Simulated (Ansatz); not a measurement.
# SnO2: the cost of one run

Program: Ansatz 0.2.0. PAW datasets, plane waves. These are computed values for a spin-unpolarised cell that may be hypothetical; none is a measurement.

### Step 1. The system as given

The unstrained cell was relaxed with r2SCAN; in each strained cell the atoms were relaxed again with r2SCAN. Names of k-points are those of the unstrained zone, where strain can split equivalent points. First state: no strain.

In-plane lattice: a = 3.062 Å, b = 3.062 Å, γ = 120.0°; thickness between the outer nuclei 2.42 Å. Sn has 6 O at 2.14 Å; O has 3 Sn at 2.14 Å and 1 O at 2.42 Å.

The structure in full:

```
CELL_PARAMETERS angstrom
3.06210 0.00000 0.00000
-1.53105 2.65186 0.00000
0.00000 0.00000 28.88642
ATOMIC_POSITIONS crystal
Sn 0.33333 0.66667 0.31157
O 0.66667 0.33333 0.35337
O 0.66667 0.33333 0.26976
```
Two periodic directions, a and b.

### Step 2. No strain: PBE

input.yaml

```yaml
crystal:
  lattice:
    - [3.062098598, 0.0, 0.0]
    - [-1.531049299, 2.6518551748, 0.0]
    - [0.0, 0.0, 28.8864204808]
  atoms:
    - { symbol: Sn, position: [0.3333333333, 0.6666666667, 0.3115650832] }
    - { symbol: O, position: [0.6666666667, 0.3333333333, 0.3533667764] }
    - { symbol: O, position: [0.6666666667, 0.3333333333, 0.26976339] }
  periodic: [true, true, false]
kpoints:
  mp_grid: { grid: [12, 12, 1] }
  band_path:
    path: [[0.0, 0.0, 0.0], [0.5, 0.0, 0.0], [0.3333333333, 0.3333333333, 0.0]]
    npoints: 1
hamiltonian:
  xc: pbe
scf:
  occupations: { method: fermi_dirac, width: 0.02 }
  n_extra_bands: 4
output:
  forces: true
  stress: true
  eigenvalues: true
  write_density: true
  write_potential: true
  elf: true
  volumetric_format: npy
```

The run is started by

```console
$ ansatz run input.yaml --threads 4 --pin off --max-ram 5529MiB --backend cpu --events-out ev --progress --plain --runs-dir out
```

Q: Estimate wall time and peak memory on 4 threads of Arm Neoverse V2, shared host.

About 3.3 s, with a peak of 0.49 GiB.
